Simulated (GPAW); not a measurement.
Crystal: GaAs.

```
As Ga
1.0
     0.00000    2.82685    2.82685
     2.82685    0.00000    2.82685
     2.82685    2.82685    0.00000
As Ga
1 1
Direct
  0.75000 0.75000 0.75000
  0.00000 0.00000 0.00000
```

Program: GPAW 26.7.0. Alike in all runs: cell as given. Hardware: 1 thread of Arm Neoverse V2 (shared host).

Problem. Order these runs on this cell by their wall time, lowest first.
A. task band structure; level C09-vdW; potentials or basis GPAW PAW data sets (gpaw-data 1.2.1), pw; spin SOC, no magnetisation; k mesh 8 × 8 × 8; cutoff (eV) 600; smearing fermi-dirac 0.05 eV; band path GXWKGLUWLK,UX; band points 60; spin axis theta (degrees) 0; spin axis phi (degrees) 0; soc after scf second variation
B. task single point; level PBE; potentials or basis GPAW PAW data sets (gpaw-data 1.2.1), pw; spin off; k mesh 8 × 8 × 8; cutoff (eV) 600; smearing gaussian 0.015 eV
C. task dielectric tensor; level LDA; potentials or basis the program's PAW data sets (release 1.2.1) made for this functional, pw; spin off; k mesh 7 × 7 × 7; cutoff (eV) 450; smearing fermi-dirac 0.001 eV
D. task band structure; level PBE; potentials or basis GPAW PAW data sets (gpaw-data 1.2.1), fd; spin off; k mesh 8 × 8 × 8; smearing fermi-dirac 0.05 eV; band path GXWKGLUWLK,UX; band points 100; grid spacing 0.2 Å

Solution. B (8.4 s), A (20 s), D (56 s), C (160 s).

Caveats: spin-orbit coupling was added after a scalar SCF, so levels and gaps hold it while energy, forces, pressure and moments don't (some runs); the dielectric constant isn't converged in the k mesh (some runs); the long-wavelength limit can be off by a per cent or two (some runs).

Not every run made on this cell is shown here.
